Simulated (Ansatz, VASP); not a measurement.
**Two plane-wave programs on ZnO**

INCAR

```
PREC     = Accurate       # precision mode
ENCUT    = 520            # plane-wave cutoff, eV
EDIFF    = 1E-7           # SCF threshold, eV
ISMEAR   = 0              # smearing method
SIGMA    = 0.02           # smearing width, eV
LREAL    = F              # projectors in reciprocal space
LASPH    = T              # aspherical terms in the spheres
NELM     = 100            # most SCF steps
ALGO     = Normal         # electronic algorithm
ISIF     = 2              # what is computed and relaxed
LWAVE    = F              # write WAVECAR
LCHARG   = F              # write CHGCAR
GGA      = PE             # functional
NBANDS   = 16             # bands
```

File KPOINTS:

```
regular mesh
0
Gamma
  12 12 12
```

The input POSCAR:

```
ZnO
1.0
    0.0000000000      2.1429925613      2.1429925613
    2.1429925613      0.0000000000      2.1429925613
    2.1429925613      2.1429925613      0.0000000000
Zn O
1 1
Direct
    0.0000000000      0.0000000000      0.0000000000
    0.5000000000      0.5000000000      0.5000000000
```

Input for Ansatz:

```yaml
crystal:
  lattice:
    - [0.0, 2.1429925613, 2.1429925613]
    - [2.1429925613, 0.0, 2.1429925613]
    - [2.1429925613, 2.1429925613, 0.0]
  atoms:
    - { symbol: Zn, position: [0.0, 0.0, 0.0] }
    - { symbol: O, position: [0.5, 0.5, 0.5] }
basis:
  ecutwfc: 420
kpoints:
  mp_grid: { grid: [12, 12, 12] }
hamiltonian:
  xc: pbe
scf:
  occupations: { method: gaussian, width: 0.02 }
output:
  forces: true
  stress: true
  eigenvalues: true
```

Alike in both runs: task single point; functional PBE; k mesh 12 × 12 × 12; occupations gaussian, width 0.02 eV; no spin polarisation.

|  | VASP | Ansatz |
| --- | --- | --- |
| version | VASP 6.6.1 | Ansatz 0.2.0 |
| potentials or method | VASP PAW PBE potentials, release 64 (Zn, O) | scalar-relativistic, plane waves, PAW |
| plane-wave cutoff (eV) | 520 | 420 |
| valence electrons in the cell | 18 | 18 |

|  | VASP | Ansatz | Ansatz less VASP |
| --- | --- | --- | --- |
| gap on the k mesh at the Fermi level (eV) | 0.86 | 0.89 | +0.032 |
| least direct gap on the mesh (eV) | 2.21 | 2.24 | +0.033 |
| pressure (GPa) | 6.5 | 5.4 | -1.11 |

A k mesh can miss the band edges.
